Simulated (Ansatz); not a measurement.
**Molecular dynamics of TiO2**

Input:

```yaml
accuracy: low
crystal:
  lattice:
    - [3.84456, 0.0, 0.0]
    - [0.0, 3.84456, 0.0]
    - [0.0, 0.0, 9.772673]
  atoms:
    - { symbol: Ti, position: [0.06939714, -0.13908455, -0.04850633] }
    - { symbol: Ti, position: [0.11267532, 0.37565366, 0.17759136] }
    - { symbol: O, position: [0.06808658, 0.54329601, 0.37009651] }
    - { symbol: O, position: [-0.03556912, -0.05366914, 0.14040361] }
    - { symbol: O, position: [0.08576199, 0.35133462, -0.02628341] }
    - { symbol: O, position: [0.15862876, -0.21695548, 0.73514441] }
    - { symbol: Ti, position: [0.58242362, 0.44950366, 0.43937718] }
    - { symbol: Ti, position: [0.53002333, -0.11702681, 0.66688499] }
    - { symbol: O, position: [0.50369186, -0.04777465, 0.93339119] }
    - { symbol: O, position: [0.68347544, 0.41133244, 0.63351911] }
    - { symbol: O, position: [0.54870481, -0.08903046, 0.47289522] }
    - { symbol: O, position: [0.60340718, 0.44059176, 0.23134534] }
basis:
  ecutwfc: 420.0
kpoints:
  mp_grid: { grid: [4, 4, 2] }
hamiltonian:
  xc: pbe
  dispersion: d3bj
  pseudopotentials: { kind: paw, azcp: { folder: soft_1 } }
scf:
  occupations: { method: fermi_dirac, width: 0.3 }
  lower_state_search: "off"
md:
  timestep: 0.75
  n_steps: 249
  ensemble: nvt_langevin
  temperature: 2800.0
  initial_velocities: maxwell_boltzmann
  seed: 202497
  friction: 0.02
  temperature_schedule:
    - { n_steps: 187, end_temperature: 300.0 }
    - { n_steps: 62, end_temperature: 300.0 }
```

Run as:

```bash
$ ansatz run input.yaml --threads 2 --pin off --max-ram 5120MiB --backend cpu --events-out ev --progress --plain --runs-dir out
```

It goes on from the last frame of an earlier run, with new velocities.

Output, in part (step lines):

```
md step     0: t =     0.00 fs  T =  2566.7 K (target 2800.0 K)  F+E_penalty+E_count = -14552.92463302 eV  E_kin = 3.981208 eV  (10 SCF iters)
md step     1: t =     0.75 fs  T =  2773.7 K (target 2793.3 K)  F+E_penalty+E_count = -14553.16154456 eV  E_kin = 4.302351 eV  (9 SCF iters)
md step     2: t =     1.50 fs  T =  2756.6 K (target 2779.9 K)  F+E_penalty+E_count = -14553.37091313 eV  E_kin = 4.275837 eV  (9 SCF iters)
md step     3: t =     2.25 fs  T =  2880.0 K (target 2766.6 K)  F+E_penalty+E_count = -14553.55370682 eV  E_kin = 4.467237 eV  (9 SCF iters)
md step     4: t =     3.00 fs  T =  3011.2 K (target 2753.2 K)  F+E_penalty+E_count = -14553.71507116 eV  E_kin = 4.670709 eV  (9 SCF iters)
md step     5: t =     3.75 fs  T =  3019.2 K (target 2739.8 K)  F+E_penalty+E_count = -14553.84173566 eV  E_kin = 4.683075 eV  (7 SCF iters)
md step     6: t =     4.50 fs  T =  2962.0 K (target 2726.5 K)  F+E_penalty+E_count = -14553.93165447 eV  E_kin = 4.594476 eV  (7 SCF iters)
md step     7: t =     5.25 fs  T =  3103.6 K (target 2713.1 K)  F+E_penalty+E_count = -14553.99735487 eV  E_kin = 4.814128 eV  (7 SCF iters)
[... lines left out ...]
md step   248: t =   186.00 fs  T =   618.7 K (target 300.0 K)  F+E_penalty+E_count = -14556.63481253 eV  E_kin = 0.959675 eV  (6 SCF iters)
md step   249: t =   186.75 fs  T =   637.8 K (target 300.0 K)  F+E_penalty+E_count = -14556.65551223 eV  E_kin = 0.989328 eV  (8 SCF iters)
```

The steps, from the saved trajectory:

```csv
time (fs),T (K),potential energy less start (eV)
0,2567,0.000
6,3138,-1.115
12,2705,-0.995
18,2671,-0.975
24,2386,-0.550
30,2654,-0.828
36,2470,-0.941
42,2388,-0.869
48,2620,-0.490
54,2784,-0.217
60,2499,-0.671
66,2531,-1.677
72,2349,-2.277
78,1749,-2.384
84,1988,-2.706
90,2051,-2.458
96,1726,-1.889
102,1838,-2.206
108,1888,-2.529
114,1522,-2.418
120,1115,-2.249
126,985,-2.366
132,1030,-2.549
138,921,-2.467
144,722,-2.450
150,855,-2.636
156,1027,-3.012
162,1037,-3.422
168,835,-3.656
174,690,-3.644
180,638,-3.626
186,619,-3.710
```

All steps were run. The schedule's set-point averaged 509 K over the second half and the system 1099 K, so it lags behind the ramp. A run of 0.19 ps of so small a system gives no equilibrium averages. Limits of this set-up: coarse k mesh, low accuracy level.

Mean squared displacements from the first frame to the last, about the centre of mass: Ti 0.05 Å², O 0.26 Å².

Last frame:

```xyz
12
Lattice="3.8446 0.0000 0.0000 0.0000 3.8446 0.0000 0.0000 0.0000 9.7727" Properties=species:S:1:pos:R:3
Ti -0.146 -0.365 -0.550
Ti -0.004 1.394 1.950
O 0.020 1.452 3.802
O 0.010 -0.343 1.287
O -0.086 1.669 -0.244
O -0.102 -0.395 7.071
Ti 1.902 1.553 4.319
Ti 1.831 -0.279 6.689
O 1.941 -0.233 8.739
O 1.641 1.604 6.181
O 2.131 -0.339 4.806
O 1.967 1.558 2.341
```

Run time: 28 min on 2 threads of Intel(R) Xeon(R) Platinum 8259CL CPU @ 2.50GHz (Skylake/Cascade Lake), with other jobs on the host, peak memory 0.65 GiB.
